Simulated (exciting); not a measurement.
# LiF (Pm-3m) in exciting: further runs

Aim: see how the results for LiF move with the level of theory and the settings. Levels: LDA, RPBE. Tasks: single point.

All numbers are computed with exciting (release sodium); they aren't measurements. Logs are shortened: lines on timing, memory, paths and dates and some standing lists are left out, and cuts for length are marked.

## (1) Starting point

Symmetry: Pm-3m, No. 221, cubic system. Conventional cell: a = 2.560 Å, b = 2.560 Å, c = 2.560 Å, α = 90.00°, β = 90.00°, γ = 90.00°. F (site symmetry m-3m) is surrounded by 8 Li at 2.22 Å. Li (site symmetry m-3m) has 8 F at 2.22 Å as nearest neighbours.

Measurements of this composition are mostly on another form, of space group No. 225.

## (2) Single point, LDA

input.xml

```xml
<input>
  <title>LiF</title>
  <structure speciespath="./" tshift="false">
    <crystal scale="1">
      <basevect>4.836816376942 0.000000000000 0.000000000000</basevect>
      <basevect>0.000000000000 4.836816376942 0.000000000000</basevect>
      <basevect>0.000000000000 0.000000000000 4.836816376942</basevect>
    </crystal>
    <species speciesfile="F.xml" rmt="1.45">
      <atom coord="0.500000000000 0.500000000000 0.500000000000"/>
    </species>
    <species speciesfile="Li.xml" rmt="1.7">
      <atom coord="0.000000000000 0.000000000000 0.000000000000"/>
    </species>
  </structure>
  <groundstate do="fromscratch" ngridk="10 10 10" rgkmax="7.5" gmaxvr="14" lmaxapw="10" lmaxmat="10" lmaxvr="8" xctype="LDA_PW" stype="Gaussian" swidth="0.00183747" nempty="10" ValenceRelativity="zora" epsengy="1e-05" epspot="1e-05" maxscl="60" tforce="true" outputlevel="normal"/>
  <properties>
    <chargedensityplot>
      <plot3d>
        <box grid="13 13 13">
          <origin coord="0 0 0"/>
          <point coord="1 0 0"/>
          <point coord="0 1 0"/>
          <point coord="0 0 1"/>
        </box>
      </plot3d>
    </chargedensityplot>
    <elfplot>
      <plot3d>
        <box grid="13 13 13">
          <origin coord="0 0 0"/>
          <point coord="1 0 0"/>
          <point coord="0 1 0"/>
          <point coord="0 0 1"/>
        </box>
      </plot3d>
    </elfplot>
    <exccplot>
      <plot3d>
        <box grid="13 13 13">
          <origin coord="0 0 0"/>
          <point coord="1 0 0"/>
          <point coord="0 1 0"/>
          <point coord="0 0 1"/>
        </box>
      </plot3d>
    </exccplot>
  </properties>
</input>
```

Potentials or basis: all-electron LAPW+lo, shipped species files, valence relativity zora.

Command:

```bash
OMP_NUM_THREADS=1 exciting_smp
```

INFO.OUT:

```text
================================================================================
EXCITING SODIUM started
[... 10 lines left out ...]

 Lattice vectors (cartesian) :
      4.8368163769      0.0000000000      0.0000000000
      0.0000000000      4.8368163769      0.0000000000
      0.0000000000      0.0000000000      4.8368163769

 Reciprocal lattice vectors (cartesian) :
      1.2990332519      0.0000000000      0.0000000000
      0.0000000000      1.2990332519      0.0000000000
      0.0000000000      0.0000000000      1.2990332519

 Unit cell volume                           :     113.1563162936
 Brillouin zone volume                      :       2.1921022314

 Species :    1 (F)
     parameters loaded from                 :    F.xml
     name                                   :    fluorine
     nuclear charge                         :      -9.00000000
     electronic charge                      :       9.00000000
     atomic mass                            :   34631.97043000
     muffin-tin radius                      :       1.45000000
     # of radial points in muffin-tin       :     250

     atomic positions (lattice) :
       1 :   0.50000000  0.50000000  0.50000000

 Species :    2 (Li)
     parameters loaded from                 :    Li.xml
     name                                   :    lithium
     nuclear charge                         :      -3.00000000
     electronic charge                      :       3.00000000
     atomic mass                            :   12652.66897000
     muffin-tin radius                      :       1.70000000
     # of radial points in muffin-tin       :     250

     atomic positions (lattice) :
       1 :   0.00000000  0.00000000  0.00000000

 Total number of atoms per unit cell        :       2

 Spin treatment                             :    spin-unpolarised

 Number of Bravais lattice symmetries       :      48
 Number of crystal symmetries               :      48

 k-point grid                               :      10   10   10
 Total number of k-points                   :      56
 k-point set is reduced with crystal symmetries

 R^MT_min * |G+k|_max (rgkmax)              :       7.50000000
 Species with R^MT_min                      :       1 (F)
 Maximum |G+k| for APW functions            :       5.17241379
 Maximum |G| for potential and density      :      14.00000000

 G-vector grid sizes                        :      24    24    24
 Total number of G-vectors                  :    5257

 Maximum angular momentum used for
     APW functions                          :      10
     computing H and O matrix elements      :      10
     potential and density                  :       8
     inner part of muffin-tin               :       2

 Total nuclear charge                       :     -12.00000000
 Total electronic charge                    :      12.00000000
 Total core charge                          :       2.00000000
 Total valence charge                       :      10.00000000

 Number of empty states                     :      10
 Total number of valence states             :      16

 Maximum Hamiltonian size                   :     291
 Maximum number of plane-waves              :     284
 Total number of local-orbitals             :       7

 Exchange-correlation type                  :       3
     Perdew-Wang, Phys. Rev. B 45, 13244 (1992)

 Smearing scheme                            :    Gaussian
 Smearing width                             :       0.00183747

[... 17 lines left out ...]
+ SCF iteration number :    1                                                  +
++++++++++++++++++++++++++++++++++++++++++++++++++++++++++++++++++++++++++++++++
 Total energy                               :      -108.73649848
 _______________________________________________________________
 Fermi energy                               :         0.08101597
 Kinetic energy                             :       105.77266602
 Coulomb energy                             :      -202.69654761
 Exchange energy                            :       -10.97340506
 Correlation energy                         :        -0.83921183
[... 343 lines left out ...]
 RMS change in effective potential (target) :  0.276814E-08  ( 0.100000E-04)
 Absolute change in total energy   (target) :  0.118294E-06  ( 0.100000E-04)
 Charge distance                   (target) :  0.268539E-08  ( 0.100000E-04)
 Abs. change in max-nonIBS-force   (target) :   0.00000      ( 0.500000E-04)

++++++++++++++++++++++++++++++++++++++++++++++++++++++++++++++++++++++++++++++++
| Convergency criteria checked for the last 2 iterations                       +
| Convergence targets achieved. Performing final SCF iteration                 +
++++++++++++++++++++++++++++++++++++++++++++++++++++++++++++++++++++++++++++++++
 Total energy                               :      -106.88646403
 _______________________________________________________________
 Fermi energy                               :         0.12577048
 Kinetic energy                             :       106.40188193
 Coulomb energy                             :      -201.64810813
 Exchange energy                            :       -10.80760111
 Correlation energy                         :        -0.83263671

 DOS at Fermi energy (states/Ha/cell)       :         0.00000000

 Electron charges :
     core                                   :         2.00000000
     core leakage                           :         0.00000007
     valence                                :        10.00000000
     interstitial                           :         2.11367210
     charge in muffin-tin spheres :
                  atom     1     F          :         7.80088302
                  atom     2    Li          :         2.08544488
     total charge in muffin-tins            :         9.88632790
     total charge                           :        12.00000000

 Estimated fundamental gap                  :         0.26825439
        valence-band maximum at   21      0.5000  0.5000  0.0000
     conduction-band minimum at    1      0.0000  0.0000  0.0000

++++++++++++++++++++++++++++++++++++++++++++++++++++++++++++++++++++++++++++++++
+ Self-consistent loop stopped                                                 +
++++++++++++++++++++++++++++++++++++++++++++++++++++++++++++++++++++++++++++++++
 STATE.OUT is written

--------------------------------------------------------------------------------
- Writing atomic positions and forces                                          -
--------------------------------------------------------------------------------

 Atomic positions (lattice) :
 atom     1   F  :     0.50000000    0.50000000    0.50000000
 atom     2  Li  :     0.00000000    0.00000000    0.00000000

 Total atomic forces including IBS (cartesian) :
 atom     1   F  :     0.00000000    0.00000000   -0.00000000
 atom     2  Li  :    -0.00000000   -0.00000000    0.00000000

 Atomic force components including IBS (cartesian) :
 atom     1   F  :     0.00000000   -0.00000000    0.00000000   HF force
                 :     0.00000000    0.00000000    0.00000000   core correction
                 :     0.00000000    0.00000000   -0.00000000   IBS correction
 atom     2  Li  :    -0.00000000    0.00000000    0.00000000   HF force
                 :    -0.00000000    0.00000000    0.00000000   core correction
                 :     0.00000000   -0.00000000    0.00000000   IBS correction

********************************************************************************
[... 7 lines left out ...]
| EXCITING SODIUM stopped                                                      =
================================================================================
```

stdout:

```text
Info(rhoplot):
 3D density plot written to RHO3D.xml

Info(potplot):
 3D Coulomb potential plot written to VCL3D.xml
 3D exchange-correlation potential plot written to VXC3D.xml

Info(elfplot): 3D ELF plot written to ELF3D.xml
```

WARNINGS.OUT:

```text
Inversion symmetry is present. Consider using input%groundstate%solver%type = "inversionsymmetry"
```

Run time: 45 s. Hardware: 1 thread of Intel Xeon Platinum 8488C (Sapphire Rapids), shared host; peak memory 0.12 GiB.

Results:

| Item | Value |
| --- | --- |
| Free energy | -2908.5289 eV |
| Band gap on the k mesh | 7.30 eV, indirect (least direct gap 7.98 eV) |
| All electrons inside the program's atomic spheres | F 7.80; Li 2.09 (radii F 1.45, Li 1.7 bohr) |

Levels at points of the mesh, in eV from the valence-band top:
| k point | band 1 | band 2 | band 3 | band 4 | band 5 | band 6 | band 7 | band 8 | band 9 | band 10 |
| --- | --- | --- | --- | --- | --- | --- | --- | --- | --- | --- |
| (0.00, 0.00, 0.00) | -41.62 | -20.42 | -0.68 | -0.68 | -0.68 | 7.30 | 18.46 | 18.46 | 20.53 | 20.53 |
| (0.50, 0.00, 0.00) | -41.57 | -19.95 | -3.73 | -0.28 | -0.28 | 8.81 | 13.72 | 19.93 | 19.93 | 23.78 |
| (0.50, 0.50, 0.00) | -41.52 | -19.40 | -3.32 | -3.32 | 0.00 | 13.04 | 13.30 | 13.30 | 19.09 | 23.51 |
| (0.50, 0.50, 0.50) | -41.49 | -18.95 | -2.29 | -2.29 | -2.29 | 10.74 | 10.74 | 10.74 | 23.75 | 23.75 |

A k mesh can miss the band edges. As with any semilocal functional, this LDA gap is likely too small.

## (3) Single point, RPBE

input.xml, as its differences from that of step 2:

```diff
@@ -15,3 +15,5 @@
   </structure>
-  <groundstate do="fromscratch" ngridk="10 10 10" rgkmax="7.5" gmaxvr="14" lmaxapw="10" lmaxmat="10" lmaxvr="8" xctype="LDA_PW" stype="Gaussian" swidth="0.00183747" nempty="10" ValenceRelativity="zora" epsengy="1e-05" epspot="1e-05" maxscl="60" tforce="true" outputlevel="normal"/>
+  <groundstate do="fromscratch" ngridk="10 10 10" rgkmax="7.5" gmaxvr="14" lmaxapw="10" lmaxmat="10" lmaxvr="8" stype="Gaussian" swidth="0.00367493" nempty="10" ValenceRelativity="zora" epsengy="1e-05" epspot="1e-05" maxscl="60" tforce="true" outputlevel="normal">
+    <libxc exchange="XC_GGA_X_RPBE" correlation="XC_GGA_C_PBE"/>
+  </groundstate>
   <properties>
```

Potentials or basis: all-electron LAPW+lo, shipped species files, valence relativity zora.

Command:

```bash
OMP_NUM_THREADS=1 exciting_smp
```

Wall time 74 s (1 thread of Intel Xeon Platinum 8488C (Sapphire Rapids), shared host); peak memory 0.12 GiB.

The run converged. Its results:

- Free energy: -2928.7103 eV
- Band gap on the k mesh: 7.72 eV, indirect (least direct gap 8.38 eV)
- All electrons inside the program's atomic spheres: F 7.85; Li 2.08 (radii F 1.45, Li 1.7 bohr)

Levels at points of the mesh, in eV from the valence-band top:
```csv
k point,band 2,band 3,band 4,band 5,band 6,band 7,band 8,band 9
"(0.00, 0.00, 0.00)",-20.88,-0.66,-0.66,-0.66,7.72,19.12,19.12,21.15
"(0.50, 0.00, 0.00)",-20.43,-3.61,-0.27,-0.27,9.38,14.22,20.52,20.52
"(0.50, 0.50, 0.00)",-19.92,-3.18,-3.18,0.00,13.61,13.91,13.91,19.61
"(0.50, 0.50, 0.50)",-19.50,-2.22,-2.22,-2.22,11.42,11.42,11.42,24.41
```

A k mesh can miss the band edges. Expect the measured gap to be larger: semilocal functionals such as RPBE lack the derivative discontinuity.
